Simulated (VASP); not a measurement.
# LiF (Pm-3m) in VASP: further runs, part 2 of 2

VASP 6.6.1. The steps go on from the part before.

### Step 4. Single point, PBE (strained and moved within a subgroup)

Contents of INCAR:

```
SYSTEM = LiF
ALGO = Normal
EDIFF = 1E-6
ENCUT = 520
GGA = PE
ISIF = 2
ISMEAR = 0
LASPH = .True.
LCHARG = .True.
LELF = .True.
LREAL = .False.
LVHAR = .True.
LWAVE = .False.
NBANDS = 12
NELM = 100
PREC = Accurate
SIGMA = 0.02
```

Contents of KPOINTS:

```
k-points
0
Gamma
  10 10 10
  0 0 0
```

Contents of POSCAR:

```
LiF
1.0
    2.5643705174      0.0149732680      0.0000000000
    0.0149732680      2.6110819946      0.0000000000
    0.0000000000      0.0000000000      2.5109530637
Li F
1 1
Direct
    0.0000000000      0.0000000000      0.0586044407
    0.5000000000      0.5000000000      0.4413955593
```

Potentials or basis: VASP PAW PBE potentials, release 64 (Li_sv, F).

The run is started by

```bash
$ cat potpaw_PBE.64/Li_sv/POTCAR potpaw_PBE.64/F/POTCAR > POTCAR
$ mpirun -np 1 vasp_std > vasp.out
```

OUTCAR:

```text
SYSTEM = LiF
   EDIFF = 1E-6
   ENCUT = 520
   GGA = PE
   ISIF = 2
   ISMEAR = 0
   LASPH = .True.
   LREAL = .False.
   NELM = 100
   PREC = Accurate

 ion  position               nearest neighbor table
   1  0.000  0.000  0.059-   2 2.06   2 2.06   2 2.08   2 2.08
   2  0.500  0.500  0.441-   1 2.06   1 2.06   1 2.08   1 2.08

  LATTYP: Found a simple monoclinic cell.
 ALAT       =     2.5644142312
 B/A-ratio  =     0.9791526787
 C/A-ratio  =     1.0182149571
 COS(beta)  =    -0.0115730838

  Lattice vectors:

 A1 = (   2.5643705174,   0.0149732680,   0.0000000000)
 A2 = (   0.0000000000,   0.0000000000,   2.5109530637)
 A3 = (  -0.0149732680,  -2.6110819946,   0.0000000000)

Analysis of symmetry for initial positions (statically):
=====================================================================
 Subroutine PRICEL returns:
 Original cell was already a primitive cell.

 Routine SETGRP: Setting up the symmetry group for a
 simple monoclinic supercell.

 Subroutine GETGRP returns: Found  2 space group operations
 (whereof  2 operations were pure point group operations)
 out of a pool of  4 trial point group operations.

The static configuration has the point symmetry C_2 .

Analysis of symmetry for dynamics (positions and initial velocities):
=====================================================================
 Subroutine PRICEL returns:
 Original cell was already a primitive cell.

 Routine SETGRP: Setting up the symmetry group for a
 simple monoclinic supercell.

 Subroutine GETGRP returns: Found  2 space group operations
 (whereof  2 operations were pure point group operations)
 out of a pool of  4 trial point group operations.

The dynamic configuration has the point symmetry C_2 .

 Subroutine INISYM returns: Found  2 space group operations
 (whereof  2 operations are pure point group operations),
 and found     1 'primitive' translations

----------------------------------------------------------------------------------------

                                     Primitive cell

  volume of cell :      16.8122

  direct lattice vectors                    reciprocal lattice vectors
     2.564370517  0.014973268  0.000000000     0.389972306 -0.002236299  0.000000000
     0.014973268  2.611081995  0.000000000    -0.002236299  0.382995818  0.000000000
     0.000000000  0.000000000  2.510953064     0.000000000  0.000000000  0.398255154

  length of vectors
     2.564414231  2.611124926  2.510953064     0.389978718  0.383002347  0.398255154

  position of ions in fractional coordinates (direct lattice)
     0.000000000  0.000000000  0.058604441
     0.500000000  0.500000000  0.441395559

  ion indices of the primitive-cell ions
   primitive index   ion index
                 1           1
                 2           2

----------------------------------------------------------------------------------------

 KPOINTS: k-points

Automatic generation of k-mesh.
 Grid dimensions read from file:
 generate k-points for:   10   10   10

 Generating k-lattice:

  Cartesian coordinates                     Fractional coordinates (reciprocal lattice)
     0.038997231 -0.000223630  0.000000000     0.100000000  0.000000000  0.000000000
    -0.000223630  0.038299582  0.000000000     0.000000000  0.100000000  0.000000000
     0.000000000  0.000000000  0.039825515     0.000000000  0.000000000  0.100000000

  Length of vectors
     0.038997872  0.038300235  0.039825515

  Shift w.r.t. Gamma in fractional coordinates (k-lattice)
     0.000000000  0.000000000  0.000000000

 Subroutine IBZKPT returns following result:
 ===========================================

 Found    312 irreducible k-points:

 Following reciprocal coordinates:
            Coordinates               Weight
  0.000000  0.000000  0.000000      1.000000
  0.100000  0.000000  0.000000      2.000000
  0.200000  0.000000  0.000000      2.000000
  0.300000 -0.000000  0.000000      2.000000
  0.400000 -0.000000  0.000000      2.000000
  0.500000 -0.000000  0.000000      1.000000
[... 16 lines left out ...]
 -0.400000  0.200000  0.000000      2.000000
 -0.300000  0.200000  0.000000      2.000000
 [... further k-points ...]
   k-points           NKPTS =    312   k-points in BZ     NKDIM =    312   number of bands    NBANDS=     12
   number of dos      NEDOS =    301   number of ions     NIONS =      2
   total plane-waves  NPLWV =   8000
   dimension x,y,z NGX =    20 NGY =   20 NGZ =   20
   dimension x,y,z NGXF=    40 NGYF=   40 NGZF=   40
   ions per type =               1   1
   NGX,Y,Z   is equivalent  to a cutoff of  12.97, 12.73, 13.24 a.u.
   NGXF,Y,Z  is equivalent  to a cutoff of  25.93, 25.47, 26.48 a.u.
 SYSTEM =  LiF
   PREC   = accura    normal or accurate (medium, high low for compatibility)
   ISTART =      0    job   : 0-new  1-cont  2-samecut
   ICHARG =      2    charge: 1-file 2-atom 10-const
   ISPIN  =      1    spin polarized calculation?
   LNONCOLLINEAR =      F non collinear calculations
   LSORBIT =      F    spin-orbit coupling
   LASPH  =      T    aspherical Exc in radial PAW
   ENCUT  =  520.0 eV  38.22 Ry    6.18 a.u.   4.77  4.85  4.67*2*pi/ulx,y,z
   NELM   =    100;   NELMIN=  2; NELMDL= -5     # of ELM steps
   EDIFF  = 0.1E-05   stopping-criterion for ELM
[... 8 lines left out ...]
   TEBEG  =    0.0;   TEEND  =   0.0 temperature during run
   PSTRESS=    0.0 pullay stress
   NELECT =      10.0000    total number of electrons
   NUPDOWN=      -1.0000    fix difference up-down
   EMIN   =  10.00;   EMAX   =-10.00  energy-range for DOS
   EFERMI =   0.00;   METHOD = LEGACY
   ISMEAR =     0;   SIGMA  =   0.02  broadening in eV -4-tet -1-fermi 0-gaus
   EFERMI_NEDOS =   21; number of points for ismear=-14 and -15
   IALGO  =     38    algorithm
   IMIX   =      4    mixing-type and parameters
     AMIX     =   0.40;   BMIX     =  1.00
     AMIX_MAG =   1.60;   BMIX_MAG =  1.00
  volume/ion in A,a.u.               =       8.41        56.73
  Fermi-wavevector in a.u.,A,eV,Ry     =   1.376786  2.601748 25.790377  1.895539
  Thomas-Fermi vector in A             =   2.501999
   LORBIT       =      0    0 simple, 1 ext, 2 COOP (PROOUT), +10 PAW based schemes
   GGA     = PE    functional components
   LHFCALC =     F    Hartree Fock is set to
   AEXX    =    0.0000 exact exchange contribution
   IVDW    =     0    specifies the selected vdW correction
   LEPSILON=     F    determine dielectric tensor
   LRPA    =     F    only Hartree local field effects (RPA)
 non-spin polarized calculation
 Gauss-broadening in eV      SIGMA  =   0.02
  energy-cutoff  :      520.00
  volume of cell :       16.81
 maximum number of plane-waves:       464
   NGX =  9   NGY =  9   NGZ =  9

 number of electron      10.0000000 magnetization

 number of electron       9.9999998 magnetization

 Free energy of the ion-electron system (eV)
  ---------------------------------------------------
  ext. energy  EPLUGINS =         0.00000000
  ---------------------------------------------------
  free energy    TOTEN  =        -9.04681009 eV

  energy without entropy =       -9.04681009  energy(sigma->0) =       -9.04681009

 E-fermi :   0.3223     XC(G=0):  -9.8848

 val. band max:        0.1799385396   @ k =   0.5000   0.5000   0.0000
 cond. band min:       7.4431220886   @ k =   0.0000   0.0000   0.0000
 fundamental gap:      7.2631835491
 Fermi energy:         0.3223062840

 k-point     1 :       0.0000    0.0000    0.0000
  band No.  band energies     occupation
      1     -42.7247      2.00000
      2     -20.7680      2.00000
      3      -0.9052      2.00000
      4      -0.7060      2.00000
      5      -0.3637      2.00000
      6       7.4431      0.00000
      7      18.2921      0.00000
      8      18.6298      0.00000
      9      20.5670      0.00000
     10      21.0511      0.00000
     11      23.4181      0.00000
     12      37.3504      0.00000

 k-point     2 :       0.1000    0.0000    0.0000
  band No.  band energies     occupation
      1     -42.7202      2.00000
      2     -20.7289      2.00000
      3      -1.0569      2.00000
      4      -0.8596      2.00000
      5      -0.3318      2.00000
      6       7.6802      0.00000
      7      17.4427      0.00000
      8      18.5604      0.00000
      9      20.4941      0.00000
     10      22.0123      0.00000
     11      24.1306      0.00000
     12      35.8993      0.00000
[... 316 lines left out ...]
 k-point    24 :      -0.3000    0.2000    0.0000
  band No.  band energies     occupation
      1     -42.6808      2.00000
      2     -20.3472      2.00000
      3      -2.6427      2.00000
      4      -1.7273      2.00000
      5      -0.0791      2.00000
      6       9.9601      0.00000
      7      14.6416      0.00000
      8      16.5920      0.00000
      9      21.7347      0.00000
     10      24.6701      0.00000
     11      28.7252      0.00000
     12      30.6944      0.00000

 [... further k-points ...]
[... 5 lines left out ...]
  --------------------------------------------------------------------------------------
  -------------------------------------------------------------------------------------
  Total        0.0347249     -0.4870965      0.8828314      0.0235766      0.0000000      0.0000000
  in kB        3.3092267    -46.4194775     84.1323476      2.2468138      0.0000000      0.0000000
  external PRESSURE =      13.6740323 kB  Pullay stress =       0.0000000 kB

 VOLUME and BASIS-vectors are now :
 -----------------------------------------------------------------------------
  energy-cutoff  :      520.00
  volume of cell :       16.81
      direct lattice vectors                 reciprocal lattice vectors
     2.564370517  0.014973268  0.000000000     0.389972306 -0.002236299  0.000000000
     0.014973268  2.611081995  0.000000000    -0.002236299  0.382995818  0.000000000
     0.000000000  0.000000000  2.510953064     0.000000000  0.000000000  0.398255154

 POSITION                                       TOTAL-FORCE (eV/Angst)
 -----------------------------------------------------------------------------------
      0.00000      0.00000      0.14715        -0.000000      0.000000      0.046929
      1.28967      1.31303      1.10832         0.000000      0.000000     -0.046929
 -----------------------------------------------------------------------------------
    total drift:                                0.000000      0.000000     -0.000452

  FREE ENERGIE OF THE ION-ELECTRON SYSTEM (eV)
  ---------------------------------------------------
  free  energy   TOTEN  =        -9.0468100859 eV

  energy  without entropy=       -9.0468100859  energy(sigma->0) =       -9.04681009
```

OSZICAR:

```text
N       E                     dE             d eps       ncg     rms          rms(c)
DAV:   1     0.326114802954E+02    0.32611E+02   -0.54137E+03  7704   0.835E+02
DAV:   2    -0.836019138207E+01   -0.40972E+02   -0.40201E+02  9260   0.188E+02
DAV:   3    -0.960738373320E+01   -0.12472E+01   -0.12451E+01  9964   0.285E+01
DAV:   4    -0.961936771766E+01   -0.11984E-01   -0.11983E-01  8320   0.297E+00
DAV:   5    -0.961953140430E+01   -0.16369E-03   -0.16369E-03  9580   0.257E-01    0.459E+00
DAV:   6    -0.905592773277E+01    0.56360E+00   -0.26074E+00  7776   0.983E+00    0.143E+00
DAV:   7    -0.904832081695E+01    0.76069E-02   -0.19946E-02  9396   0.127E+00    0.872E-01
DAV:   8    -0.904664744538E+01    0.16734E-02   -0.16555E-02  9544   0.137E+00    0.123E-01
DAV:   9    -0.904669745029E+01   -0.50005E-04   -0.91117E-04  8912   0.280E-01    0.561E-02
DAV:  10    -0.904681023896E+01   -0.11279E-03   -0.15689E-04  8220   0.108E-01    0.133E-02
DAV:  11    -0.904681008591E+01    0.15305E-06   -0.68358E-06  9596   0.276E-02
   1 F= -.90468101E+01 E0= -.90468101E+01  d E =-.111206E-26
```

stdout:

```text
POSCAR found type information on POSCAR LiF
 POSCAR found :  2 types and       2 ions
 scaLAPACK will be used
 LDA part: xc-table for (Slater+PW92), standard interpolation
 POSCAR, INCAR and KPOINTS ok, starting setup
 FFT: planning ... GRIDC
 FFT: planning ... GRID_SOFT
 FFT: planning ... GRID
 WAVECAR not read
 entering main loop
```

Run time: 26 s. Hardware: 1 thread of Intel Xeon Platinum 8488C (Sapphire Rapids), shared host; peak memory 0.16 GiB.

What came out:

```yaml
Free_energy: -9.0468 eV
Largest_force: 0.047 eV/Å
Band_gap_on_the_k_mesh: 7.26 eV, indirect (least direct gap 7.81 eV)
```

Forces on the atoms (eV/Å):
```
Li   0.000  0.000  0.047
F    0.000  0.000 -0.047
```

Caveat: the cutoff is under 1.25 times the usual one of these potentials, so pressure, stress and relaxed cells hold a basis-set (Pulay) error.
